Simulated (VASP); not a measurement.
# LaH3 (Fm-3m) in VASP: notebook

Runs on LaH3. Level: LDA. Tasks: single point.

Program: VASP 6.6.1. These are calculated values, not measurements. Logs are shortened: lines on timing, memory, paths and dates and some standing lists are left out, and cuts for length are marked.

### Step 1. Starting point

Symmetry: Fm-3m, No. 225, cubic system. The conventional cell has a = 5.573 Å, b = 5.573 Å, c = 5.573 Å, α = 90.00°, β = 90.00°, γ = 90.00°. La (site symmetry m-3m) is surrounded by 8 H at 2.41 Å. Around H (site symmetry -43m) lie 4 La at 2.41 Å and 4 H at 2.41 Å. H (site symmetry m-3m) is surrounded by 8 H at 2.41 Å.

The cell comes from a database or a generator and needn't be the stable form of this composition.

### Step 2. Single point, LDA

INCAR reads:

```
PREC = Accurate
ENCUT = 450
EDIFF = 1E-4
ISMEAR = 0
SIGMA = 0.05
LREAL = F
LASPH = T
NELM = 100
ALGO = Normal
ISIF = 2
LWAVE = F
LCHARG = F
GGA = CA
NBANDS = 15
ADDGRID = F
```

KPOINTS reads:

```
regular mesh
0
Gamma
  4 4 4
```

POSCAR reads:

```
LaH3
1.0
    0.0000000000      2.7864794500      2.7864794500
    2.7864794500      0.0000000000      2.7864794500
    2.7864794500      2.7864794500      0.0000000000
La H
1 3
Direct
    0.0010720000     -0.0024160000     -0.0049440000
    0.2532360000      0.2274950000      0.2357170000
    0.7573300000      0.7385030000      0.7643790000
    0.4948670000      0.5128930000      0.4979460000
```

Potentials or basis: VASP PAW LDA potentials, release 64 (La, H).

Command:

```
cat potpaw_LDA.64/La/POTCAR potpaw_LDA.64/H/POTCAR > POTCAR
mpirun -np 1 vasp_std > vasp.out
```

OUTCAR:

```text
PREC = Accurate
   ENCUT = 450
   EDIFF = 1E-4
   ISMEAR = 0
   LREAL = F
   LASPH = T
   NELM = 100
   ISIF = 2
   GGA = CA

 Found     36 irreducible k-points:

 Following reciprocal coordinates:
            Coordinates               Weight
  0.000000  0.000000  0.000000      1.000000
  0.250000  0.000000  0.000000      2.000000
  0.000000  0.250000  0.000000      2.000000
  0.000000  0.000000  0.250000      2.000000
  0.250000  0.250000  0.250000      2.000000
  0.500000  0.000000  0.000000      1.000000
   k-points           NKPTS =     36   k-points in BZ     NKDIM =     36   number of bands    NBANDS=     15
   number of dos      NEDOS =    301   number of ions     NIONS =      4
   total plane-waves  NPLWV =  21952
   dimension x,y,z NGX =    28 NGY =   28 NGZ =   28
   dimension x,y,z NGXF=    56 NGYF=   56 NGZF=   56
   ions per type =               1   3
   NGX,Y,Z   is equivalent  to a cutoff of  11.81, 11.81, 11.81 a.u.
   NGXF,Y,Z  is equivalent  to a cutoff of  23.62, 23.62, 23.62 a.u.
 SYSTEM =  unknown system
   PREC   = accura    normal or accurate (medium, high low for compatibility)
   ISTART =      0    job   : 0-new  1-cont  2-samecut
   ICHARG =      2    charge: 1-file 2-atom 10-const
   ISPIN  =      1    spin polarized calculation?
   LNONCOLLINEAR =      F non collinear calculations
   LSORBIT =      F    spin-orbit coupling
   LASPH  =      T    aspherical Exc in radial PAW
   ENCUT  =  450.0 eV  33.07 Ry    5.75 a.u.   6.82  6.82  6.82*2*pi/ulx,y,z
   NELM   =    100;   NELMIN=  2; NELMDL= -5     # of ELM steps
   EDIFF  = 0.1E-03   stopping-criterion for ELM
   LREAL  =      F    real-space projection
   EDIFFG = 0.1E-02   stopping-criterion for IOM
   NSW    =      0    number of steps for IOM
   IBRION =     -1    ionic relax: 0-MD 1-quasi-New 2-CG
   NFREE  =      0    steps in history (QN), initial steepest desc. (CG)
   ISIF   =      2    stress and relaxation
   ISYM   =      2    0-nonsym 1-usesym 2-fastsym
   POTIM  = 0.5000    time-step for ionic-motion
   TEBEG  =    0.0;   TEEND  =   0.0 temperature during run
   PSTRESS=    0.0 pullay stress
   NELECT =      14.0000    total number of electrons
   NUPDOWN=      -1.0000    fix difference up-down
   EMIN   =  10.00;   EMAX   =-10.00  energy-range for DOS
   EFERMI =   0.00;   METHOD = LEGACY
   ISMEAR =     0;   SIGMA  =   0.05  broadening in eV -4-tet -1-fermi 0-gaus
   EFERMI_NEDOS =   21; number of points for ismear=-14 and -15
   IALGO  =     38    algorithm
   IMIX   =      4    mixing-type and parameters
     AMIX     =   0.40;   BMIX     =  1.00
     AMIX_MAG =   1.60;   BMIX_MAG =  1.00
  volume/ion in A,a.u.               =      10.82        73.00
  Fermi-wavevector in a.u.,A,eV,Ry     =   1.123876  2.123817 17.185477  1.263097
  Thomas-Fermi vector in A             =   2.260545
   LORBIT       =      0    0 simple, 1 ext, 2 COOP (PROOUT), +10 PAW based schemes
   GGA     = CA    functional components
   LHFCALC =     F    Hartree Fock is set to
   AEXX    =    0.0000 exact exchange contribution
   IVDW    =     0    specifies the selected vdW correction
   LEPSILON=     F    determine dielectric tensor
   LRPA    =     F    only Hartree local field effects (RPA)
 non-spin polarized calculation
 Gauss-broadening in eV      SIGMA  =   0.05
  energy-cutoff  :      450.00
  volume of cell :       43.27
 maximum number of plane-waves:       960
   NGX = 13   NGY = 13   NGZ = 13

 number of electron      14.0000000 magnetization

 Free energy of the ion-electron system (eV)
  ---------------------------------------------------
  ext. energy  EPLUGINS =         0.00000000
  ---------------------------------------------------
  free energy    TOTEN  =       -18.50590826 eV

  energy without entropy =      -18.50431749  energy(sigma->0) =      -18.50511287

 E-fermi :   7.6055     XC(G=0): -10.2922

 val. band max:        6.3892245139   @ k =   0.2500   0.2500   0.2500
 cond. band min:       7.6282558500   @ k =   0.0000   0.0000   0.0000
 fundamental gap:      1.2390313362
 Fermi energy:         7.6054711313

 k-point     1 :       0.0000    0.0000    0.0000
  band No.  band energies     occupation
      1     -25.6385      2.00000
      2      -8.9251      2.00000
      3      -8.9236      2.00000
      4      -8.9194      2.00000
      5      -0.4571      2.00000
      6       4.6654      2.00000
      7       7.6283      0.51928
      8       7.8330      0.00000
      9       7.8439      0.00000
     10       8.3382      0.00000
     11       8.7096      0.00000
     12       8.7127      0.00000
     13       8.7177      0.00000
     14       9.2907      0.00000
     15       9.3011      0.00000

 k-point     2 :       0.2500    0.0000    0.0000
  band No.  band energies     occupation
      1     -25.5738      2.00000
      2      -9.5668      2.00000
      3      -8.9899      2.00000
      4      -8.9869      2.00000
      5       0.8000      2.00000
      6       3.5114      2.00000
      7       6.2554      2.00000
      8       7.9534      0.00000
      9       7.9720      0.00000
     10       8.6864      0.00000
     11       8.6940      0.00000
     12       9.0303      0.00000
     13       9.2507      0.00000
     14       9.2563      0.00000
     15       9.3039      0.00000
[... 41 lines left out ...]
      3      -8.9908      2.00000
      4      -8.9899      2.00000
      5       0.8895      2.00000
      6       3.4112      2.00000
      7       6.3892      2.00000
      8       7.9874      0.00000
      9       7.9956      0.00000
     10       8.6810      0.00000
     11       8.6842      0.00000
     12       8.9908      0.00000
     13       9.2645      0.00000
     14       9.2664      0.00000
     15       9.2946      0.00000

 k-point     6 :       0.5000    0.0000    0.0000
  band No.  band energies     occupation
      1     -25.5078      2.00000
      2     -10.1156      2.00000
      3      -9.0533      2.00000
      4      -9.0517      2.00000
      5       1.5537      2.00000
      6       3.6045      2.00000
      7       5.4767      2.00000
      8       7.6386      0.34835
      9       7.6819      0.03064
     10       8.7853      0.00000
     11       8.7886      0.00000
     12       9.1865      0.00000
     13       9.1908      0.00000
     14       9.1963      0.00000
     15       9.3112      0.00000

 [... further k-points ...]

------------------------ aborting loop because EDIFF is reached ----------------------------------------

  FORCE on cell =-STRESS in cart. coord.  units (eV):
  Direction    XX          YY          ZZ          XY          YZ          ZX
  --------------------------------------------------------------------------------------
  -------------------------------------------------------------------------------------
  Total       -1.2287959     -1.2384184     -1.2616944      0.1194410      0.1619632      0.1562362
  in kB      -45.4980533    -45.8543416    -46.7161699      4.4224868      5.9969345      5.7848865
  external PRESSURE =     -46.0228550 kB  Pullay stress =       0.0000000 kB

 VOLUME and BASIS-vectors are now :
 -----------------------------------------------------------------------------
  energy-cutoff  :      450.00
  volume of cell :       43.27
      direct lattice vectors                 reciprocal lattice vectors
     0.000000000  2.786479450  2.786479450    -0.179437892  0.179437892  0.179437892
     2.786479450  0.000000000  2.786479450     0.179437892 -0.179437892  0.179437892
     2.786479450  2.786479450  0.000000000     0.179437892  0.179437892 -0.179437892

 POSITION                                       TOTAL-FORCE (eV/Angst)
 -----------------------------------------------------------------------------------
      5.55245      2.77569      2.78273        -0.150472      0.067089     -0.125336
      1.29073      1.36246      1.33955         0.278360      0.089131      0.169755
      4.18775      4.24021      4.16811        -0.058616     -0.206288      0.012246
      2.81668      2.76645      2.80810        -0.069272      0.050068     -0.056666
 -----------------------------------------------------------------------------------
    total drift:                                0.000151     -0.000159      0.000249

  FREE ENERGIE OF THE ION-ELECTRON SYSTEM (eV)
  ---------------------------------------------------
  free  energy   TOTEN  =       -18.5059082572 eV

  energy  without entropy=      -18.5043174920  energy(sigma->0) =      -18.50511287
```

OSZICAR:

```text
N       E                     dE             d eps       ncg     rms          rms(c)
DAV:   1     0.932949611947E+02    0.93295E+02   -0.46307E+03  1104   0.112E+03
DAV:   2    -0.100338945576E+02   -0.10333E+03   -0.91207E+02  1284   0.178E+02
DAV:   3    -0.187506057758E+02   -0.87167E+01   -0.85991E+01  1449   0.803E+01
DAV:   4    -0.192319536998E+02   -0.48135E+00   -0.48051E+00  1827   0.142E+01
DAV:   5    -0.192456470159E+02   -0.13693E-01   -0.13692E-01  1464   0.211E+00    0.542E+00
DAV:   6    -0.186490961128E+02    0.59655E+00   -0.99733E-01  1809   0.550E+00    0.260E+00
DAV:   7    -0.185109798542E+02    0.13812E+00   -0.42159E-01  1575   0.279E+00    0.659E-01
DAV:   8    -0.185061326806E+02    0.48472E-02   -0.32078E-02  1707   0.177E+00    0.228E-01
DAV:   9    -0.185061659839E+02   -0.33303E-04   -0.64909E-03  1835   0.647E-01    0.104E-01
DAV:  10    -0.185059062525E+02    0.25973E-03   -0.13723E-03  1726   0.293E-01    0.744E-03
DAV:  11    -0.185059082572E+02   -0.20047E-05   -0.23345E-05   778   0.338E-02
   1 F= -.18505908E+02 E0= -.18505113E+02  d E =-.159077E-02
```

stdout:

```text
POSCAR found type information on POSCAR LaH
 POSCAR found :  2 types and       4 ions
 scaLAPACK will be used
 LDA part: xc-table for (Slater(with rela. corr.)+CA(PZ))
 , standard interpolation
 POSCAR, INCAR and KPOINTS ok, starting setup
 FFT: planning ... GRIDC
 FFT: planning ... GRID_SOFT
 FFT: planning ... GRID
 WAVECAR not read
 entering main loop
```

Wall time 15 s (1 thread of Intel Xeon Platinum 8488C (Sapphire Rapids), shared host); peak memory 0.16 GiB.

These settings aren't checked as converged: the numbers below hold their error.

Results:

- Free energy: -18.5059 eV
- Pressure: -4.6 GPa
- Largest force: 0.338 eV/Å
- Band gap on the k mesh: none (metal or under the smearing width)

Caveat: the k mesh is coarse (spacing up to 0.49 Å⁻¹), so the values aren't converged.

### Step 3. Single point, LDA

Edit INCAR of step 2 so:

```diff
@@ -2,3 +2,3 @@
 ENCUT = 450
-EDIFF = 1E-4
+EDIFF = 1E-5
 ISMEAR = 0
```

KPOINTS is that of step 2.

POSCAR reads:

```
LaH3
1.0
    0.0000000000      2.7864794500      2.7864794500
    2.7864794500      0.0000000000      2.7864794500
    2.7864794500      2.7864794500      0.0000000000
La H
1 3
Direct
    0.0000000000      0.0000000000      0.0000000000
    0.2500000000      0.2500000000      0.2500000000
    0.7500000000      0.7500000000      0.7500000000
    0.5000000000      0.5000000000      0.5000000000
```

Potentials or basis: VASP PAW LDA potentials, release 64 (La, H).

Command:

```
cat potpaw_LDA.64/La/POTCAR potpaw_LDA.64/H/POTCAR > POTCAR
mpirun -np 1 vasp_std > vasp.out
```

It took 7.9 s on 1 thread of Intel Xeon Platinum 8488C (Sapphire Rapids), shared host; peak memory 0.15 GiB.

These settings aren't checked as converged: the numbers below hold their error.

What came out:

```yaml
Free_energy: -18.5339 eV
Pressure: -4.8 GPa
Band_gap_on_the_k_mesh: none (metal or under the smearing width)
```

Caveat: the k mesh is coarse (spacing up to 0.49 Å⁻¹), so the values aren't converged.
